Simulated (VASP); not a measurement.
# Se (Pm-3m) in VASP: further runs

Runs on Se. Level: PBE. Tasks: single point.

Program: VASP 6.6.1. These are calculated values, not measurements. Logs are shortened: lines on timing, memory, paths and dates and some standing lists are left out, and cuts for length are marked.

**1. Starting point**

It takes space group Pm-3m (No. 221, cubic). The conventional cell has a = 2.811 Å, b = 2.811 Å, c = 2.811 Å, α = 90.00°, β = 90.00°, γ = 90.00°. Around Se (site symmetry m-3m) lie 6 Se at 2.81 Å.

This isn't the form of Se at room conditions, which is trigonal, of chains.

**2. Single point, PBE**

The input, INCAR:

```
ADDGRID = F
ALGO = Normal
EDIFF = 1E-6
ENCUT = 460
GGA = PE
ISIF = 2
ISMEAR = 0
LASPH = T
LCHARG = F
LREAL = F
LWAVE = F
NELM = 100
PREC = Accurate
SIGMA = 0.05
```

The input, KPOINTS:

```
k-points
0
Gamma
  8 8 8
```

The input, POSCAR:

```
Se
1.0
    2.8105630200      0.0000000000      0.0000000000
    0.0000000000      2.8105630200      0.0000000000
    0.0000000000      0.0000000000      2.8105630200
Se
1
Direct
    0.0000000000      0.0000000000      0.0000000000
```

Potentials or basis: VASP PAW PBE potentials, release 64 (Se).

Launch:

```console
cat potpaw_PBE.64/Se/POTCAR > POTCAR
mpirun -np 1 vasp_std > vasp.out
```

OUTCAR:

```text
EDIFF = 1E-6
   ENCUT = 460
   GGA = PE
   ISIF = 2
   ISMEAR = 0
   LASPH = T
   LREAL = F
   NELM = 100
   PREC = Accurate

 Found     35 irreducible k-points:

 Following reciprocal coordinates:
            Coordinates               Weight
  0.000000  0.000000  0.000000      1.000000
  0.125000  0.000000  0.000000      6.000000
  0.250000  0.000000  0.000000      6.000000
  0.375000  0.000000  0.000000      6.000000
  0.500000  0.000000  0.000000      3.000000
  0.125000  0.125000  0.000000     12.000000
   k-points           NKPTS =     35   k-points in BZ     NKDIM =     35   number of bands    NBANDS=      7
   number of dos      NEDOS =    301   number of ions     NIONS =      1
   total plane-waves  NPLWV =   8000
   dimension x,y,z NGX =    20 NGY =   20 NGZ =   20
   dimension x,y,z NGXF=    40 NGYF=   40 NGZF=   40
   ions per type =               1
   NGX,Y,Z   is equivalent  to a cutoff of  11.83, 11.83, 11.83 a.u.
   NGXF,Y,Z  is equivalent  to a cutoff of  23.66, 23.66, 23.66 a.u.
 SYSTEM =  unknown system
   PREC   = accura    normal or accurate (medium, high low for compatibility)
   ISTART =      0    job   : 0-new  1-cont  2-samecut
   ICHARG =      2    charge: 1-file 2-atom 10-const
   ISPIN  =      1    spin polarized calculation?
   LNONCOLLINEAR =      F non collinear calculations
   LSORBIT =      F    spin-orbit coupling
   LASPH  =      T    aspherical Exc in radial PAW
   ENCUT  =  460.0 eV  33.81 Ry    5.81 a.u.   4.92  4.92  4.92*2*pi/ulx,y,z
   NELM   =    100;   NELMIN=  2; NELMDL= -5     # of ELM steps
   EDIFF  = 0.1E-05   stopping-criterion for ELM
   LREAL  =      F    real-space projection
   EDIFFG = 0.1E-04   stopping-criterion for IOM
   NSW    =      0    number of steps for IOM
   IBRION =     -1    ionic relax: 0-MD 1-quasi-New 2-CG
   NFREE  =      0    steps in history (QN), initial steepest desc. (CG)
   ISIF   =      2    stress and relaxation
   ISYM   =      2    0-nonsym 1-usesym 2-fastsym
   POTIM  = 0.5000    time-step for ionic-motion
   TEBEG  =    0.0;   TEEND  =   0.0 temperature during run
   PSTRESS=    0.0 pullay stress
   NELECT =       6.0000    total number of electrons
   NUPDOWN=      -1.0000    fix difference up-down
   EMIN   =  10.00;   EMAX   =-10.00  energy-range for DOS
   EFERMI =   0.00;   METHOD = LEGACY
   ISMEAR =     0;   SIGMA  =   0.05  broadening in eV -4-tet -1-fermi 0-gaus
   EFERMI_NEDOS =   21; number of points for ismear=-14 and -15
   IALGO  =     38    algorithm
   IMIX   =      4    mixing-type and parameters
     AMIX     =   0.40;   BMIX     =  1.00
     AMIX_MAG =   1.60;   BMIX_MAG =  1.00
  volume/ion in A,a.u.               =      22.20       149.82
  Fermi-wavevector in a.u.,A,eV,Ry     =   1.058438  2.000157 15.242472  1.120290
  Thomas-Fermi vector in A             =   2.193747
   LORBIT       =      0    0 simple, 1 ext, 2 COOP (PROOUT), +10 PAW based schemes
   GGA     = PE    functional components
   LHFCALC =     F    Hartree Fock is set to
   AEXX    =    0.0000 exact exchange contribution
   IVDW    =     0    specifies the selected vdW correction
   LEPSILON=     F    determine dielectric tensor
   LRPA    =     F    only Hartree local field effects (RPA)
 non-spin polarized calculation
 Gauss-broadening in eV      SIGMA  =   0.05
  energy-cutoff  :      460.00
  volume of cell :       22.20
 maximum number of plane-waves:       512
 NGX is ok and might be reduce to    20
   NGX =  9   NGY =  9   NGZ =  9

 number of electron       5.9999999 magnetization

 Free energy of the ion-electron system (eV)
  ---------------------------------------------------
  ext. energy  EPLUGINS =         0.00000000
  ---------------------------------------------------
  free energy    TOTEN  =        -3.32842789 eV

  energy without entropy =       -3.32713403  energy(sigma->0) =       -3.32778096

 E-fermi :   5.0372     XC(G=0):  -9.9950

 val. band max:        4.8369177097   @ k =   0.5000   0.5000   0.2500
 cond. band min:       5.0446688187   @ k =   0.2500   0.1250   0.0000
 fundamental gap:      0.2077511090
 Fermi energy:         5.0372256172

 k-point     1 :       0.0000    0.0000    0.0000
  band No.  band energies     occupation
      1     -11.2779      2.00000
      2       6.3366      0.00000
      3       6.3366      0.00000
      4       6.3366      0.00000
      5      12.6512      0.00000
      6      12.6512      0.00000
      7      12.8768      0.00000

 k-point     2 :       0.1250    0.0000    0.0000
  band No.  band energies     occupation
      1     -11.0533      2.00000
      2       4.3115      2.00000
      3       6.5129      0.00000
      4       6.5129      0.00000
      5      12.8767      0.00000
      6      13.0720      0.00000
      7      15.2095      0.00000

 k-point     3 :       0.2500    0.0000    0.0000
  band No.  band energies     occupation
      1     -10.4255      2.00000
      2       1.2483      2.00000
      3       6.9816      0.00000
      4       6.9816      0.00000
      5      13.5118      0.00000
      6      13.8777      0.00000
      7      19.0805      0.00000

 k-point     4 :       0.3750    0.0000    0.0000
  band No.  band energies     occupation
      1      -9.6003      2.00000
      2      -1.1823      2.00000
      3       7.5326      0.00000
      4       7.5326      0.00000
      5      14.3632      0.00000
      6      15.1911      0.00000
      7      19.1528      0.00000

 k-point     5 :       0.5000    0.0000    0.0000
  band No.  band energies     occupation
      1      -9.1504      2.00000
      2      -2.1809      2.00000
      3       7.7950      0.00000
      4       7.7950      0.00000
      5      14.8414      0.00000
      6      16.6002      0.00000
      7      17.5229      0.00000

 k-point     6 :       0.1250    0.1250    0.0000
  band No.  band energies     occupation
      1     -10.8288      2.00000
      2       4.4783      2.00000
      3       4.5395      2.00000
      4       6.6881      0.00000
      5      13.2179      0.00000
      6      15.3014      0.00000
      7      15.4842      0.00000

 [... further k-points ...]
[... 5 lines left out ...]
  --------------------------------------------------------------------------------------
  -------------------------------------------------------------------------------------
  Total        0.2905899      0.2905899      0.2905899      0.0000000      0.0000000     -0.0000000
  in kB       20.9706138     20.9706138     20.9706138      0.0000000      0.0000000     -0.0000000
  external PRESSURE =      20.9706138 kB  Pullay stress =       0.0000000 kB

 VOLUME and BASIS-vectors are now :
 -----------------------------------------------------------------------------
  energy-cutoff  :      460.00
  volume of cell :       22.20
      direct lattice vectors                 reciprocal lattice vectors
     2.810563020  0.000000000  0.000000000     0.355800597  0.000000000  0.000000000
     0.000000000  2.810563020  0.000000000     0.000000000  0.355800597  0.000000000
     0.000000000  0.000000000  2.810563020     0.000000000  0.000000000  0.355800597

 POSITION                                       TOTAL-FORCE (eV/Angst)
 -----------------------------------------------------------------------------------
      0.00000      0.00000      0.00000         0.000000      0.000000      0.000000
 -----------------------------------------------------------------------------------
    total drift:                               -0.000000     -0.000000      0.000000

  FREE ENERGIE OF THE ION-ELECTRON SYSTEM (eV)
  ---------------------------------------------------
  free  energy   TOTEN  =        -3.3284278938 eV

  energy  without entropy=       -3.3271340296  energy(sigma->0) =       -3.32778096
```

OSZICAR:

```text
N       E                     dE             d eps       ncg     rms          rms(c)
DAV:   1     0.921207460190E+01    0.92121E+01   -0.25768E+03   497   0.657E+02
DAV:   2    -0.310566555388E+01   -0.12318E+02   -0.11944E+02   693   0.766E+01
DAV:   3    -0.332232624297E+01   -0.21666E+00   -0.21666E+00   588   0.116E+01
DAV:   4    -0.332262772544E+01   -0.30148E-03   -0.30148E-03   735   0.490E-01
DAV:   5    -0.332262789731E+01   -0.17187E-06   -0.17167E-06   595   0.851E-03    0.386E+00
DAV:   6    -0.332598319086E+01   -0.33553E-02   -0.63080E-04   644   0.246E-01    0.232E+00
DAV:   7    -0.332836077667E+01   -0.23776E-02   -0.15405E-03   539   0.377E-01    0.465E-02
DAV:   8    -0.332842262873E+01   -0.61852E-04   -0.68235E-05   630   0.724E-02    0.673E-03
DAV:   9    -0.332842719249E+01   -0.45638E-05   -0.40092E-06   546   0.166E-02    0.328E-03
DAV:  10    -0.332842789382E+01   -0.70133E-06   -0.15828E-06   574   0.863E-03
   1 F= -.33284279E+01 E0= -.33277810E+01  d E =-.129386E-02
```

Run time: 2.1 s. Hardware: 1 thread of Intel Xeon 6975P-C (Granite Rapids), shared host; peak memory 0.12 GiB.

The run converged, but some of its settings lie outside the range that counts as converged, so its numbers aren't taken as properties of the crystal.

What came out:

```
Free energy            : -3.3284 eV
Pressure               : 2.1 GPa
Band gap on the k mesh : none (metal or under the smearing width)
```

**3. Single point, PBE**

Edit INCAR of step 2 so:

```diff
@@ -3,3 +3,3 @@
 EDIFF = 1E-6
-ENCUT = 460
+ENCUT = 650
 GGA = PE
```

The input, KPOINTS:

```
k-points
0
Gamma
  7 7 7
```

POSCAR is that of step 2.

Potentials or basis: VASP PAW PBE potentials, release 64 (Se).

Launch:

```console
cat potpaw_PBE.64/Se/POTCAR > POTCAR
mpirun -np 1 vasp_std > vasp.out
```

It took 2.1 s on 1 thread of Intel Xeon 6975P-C (Granite Rapids), shared host; peak memory 0.13 GiB.

These settings aren't checked as converged: the numbers below hold their error.

What came out:

```
Free energy            : -3.2744 eV
Pressure               : 1.2 GPa
Band gap on the k mesh : none (metal or under the smearing width)
```

**4. Single point, PBE**

Edit INCAR of step 3 so:

```diff
@@ -3,3 +3,3 @@
 EDIFF = 1E-6
-ENCUT = 650
+ENCUT = 520
 GGA = PE
```

The input, KPOINTS:

```
k-points
0
Gamma
  8 8 8
```

POSCAR is that of step 3.

Potentials or basis: VASP PAW PBE potentials, release 64 (Se).

Launch:

```console
cat potpaw_PBE.64/Se/POTCAR > POTCAR
mpirun -np 1 vasp_std > vasp.out
```

OUTCAR:

```text
EDIFF = 1E-6
   ENCUT = 520
   GGA = PE
   ISIF = 2
   ISMEAR = 0
   LASPH = T
   LREAL = F
   NELM = 100
   PREC = Accurate

 Found     35 irreducible k-points:

 Following reciprocal coordinates:
            Coordinates               Weight
  0.000000  0.000000  0.000000      1.000000
  0.125000  0.000000  0.000000      6.000000
  0.250000  0.000000  0.000000      6.000000
  0.375000  0.000000  0.000000      6.000000
  0.500000  0.000000  0.000000      3.000000
  0.125000  0.125000  0.000000     12.000000
   k-points           NKPTS =     35   k-points in BZ     NKDIM =     35   number of bands    NBANDS=      7
[... 128 lines left out ...]
      3       4.5394      2.00000
      4       6.6880      0.00000
      5      13.2176      0.00000
      6      15.3013      0.00000
      7      15.4838      0.00000

 [... further k-points ...]
[... 5 lines left out ...]
  --------------------------------------------------------------------------------------
  -------------------------------------------------------------------------------------
  Total        0.2928995      0.2928995      0.2928995     -0.0000000      0.0000000     -0.0000000
  in kB       21.1372888     21.1372888     21.1372888     -0.0000000      0.0000000     -0.0000000
  external PRESSURE =      21.1372888 kB  Pullay stress =       0.0000000 kB

 VOLUME and BASIS-vectors are now :
 -----------------------------------------------------------------------------
  energy-cutoff  :      520.00
  volume of cell :       22.20
      direct lattice vectors                 reciprocal lattice vectors
     2.810563020  0.000000000  0.000000000     0.355800597  0.000000000  0.000000000
     0.000000000  2.810563020  0.000000000     0.000000000  0.355800597  0.000000000
     0.000000000  0.000000000  2.810563020     0.000000000  0.000000000  0.355800597

 POSITION                                       TOTAL-FORCE (eV/Angst)
 -----------------------------------------------------------------------------------
      0.00000      0.00000      0.00000         0.000000      0.000000      0.000000
 -----------------------------------------------------------------------------------
    total drift:                               -0.000000      0.000000      0.000000

  FREE ENERGIE OF THE ION-ELECTRON SYSTEM (eV)
  ---------------------------------------------------
  free  energy   TOTEN  =        -3.3284916688 eV

  energy  without entropy=       -3.3271978042  energy(sigma->0) =       -3.32784474
```

OSZICAR:

```text
N       E                     dE             d eps       ncg     rms          rms(c)
DAV:   1     0.938371051166E+01    0.93837E+01   -0.28630E+03   490   0.732E+02
DAV:   2    -0.312037778536E+01   -0.12504E+02   -0.11811E+02   714   0.827E+01
DAV:   3    -0.332241006451E+01   -0.20203E+00   -0.20203E+00   574   0.115E+01
DAV:   4    -0.332271509128E+01   -0.30503E-03   -0.30503E-03   749   0.505E-01
DAV:   5    -0.332271553352E+01   -0.44224E-06   -0.44178E-06   553   0.111E-02    0.386E+00
DAV:   6    -0.332605012040E+01   -0.33346E-02   -0.62930E-04   644   0.245E-01    0.232E+00
DAV:   7    -0.332842439644E+01   -0.23743E-02   -0.15404E-03   511   0.377E-01    0.464E-02
DAV:   8    -0.332848639572E+01   -0.61999E-04   -0.68100E-05   630   0.727E-02    0.691E-03
DAV:   9    -0.332849096907E+01   -0.45733E-05   -0.40782E-06   560   0.168E-02    0.326E-03
DAV:  10    -0.332849166884E+01   -0.69977E-06   -0.15640E-06   581   0.861E-03
   1 F= -.33284917E+01 E0= -.33278447E+01  d E =-.129386E-02
```

stdout:

```text
POSCAR found type information on POSCAR Se
 POSCAR found :  1 types and       1 ions
 scaLAPACK will be used
 LDA part: xc-table for (Slater+PW92), standard interpolation
 POSCAR, INCAR and KPOINTS ok, starting setup
 FFT: planning ... GRIDC
 FFT: planning ... GRID_SOFT
 FFT: planning ... GRID
 WAVECAR not read
 entering main loop
```

It took 2.3 s on 1 thread of Intel Xeon 6975P-C (Granite Rapids), shared host; peak memory 0.13 GiB.

The run converged, but some of its settings lie outside the range that counts as converged, so its numbers aren't taken as properties of the crystal.

Results:

| Property | Result |
| --- | --- |
| Free energy | -3.3285 eV |
| Pressure | 2.1 GPa |
| Band gap on the k mesh | none (metal or under the smearing width) |

**5. The reference run**

An earlier run on the cell as given: functional PBE; potentials or basis VASP PAW PBE potentials, release 64 (Se); cutoff 520 eV; k mesh 9 × 9 × 9; occupations fermi-dirac, width 0.05 eV; no spin polarisation.

* Pressure: 2.0 GPa
* Band gap on the k mesh: none (metal or under the smearing width)
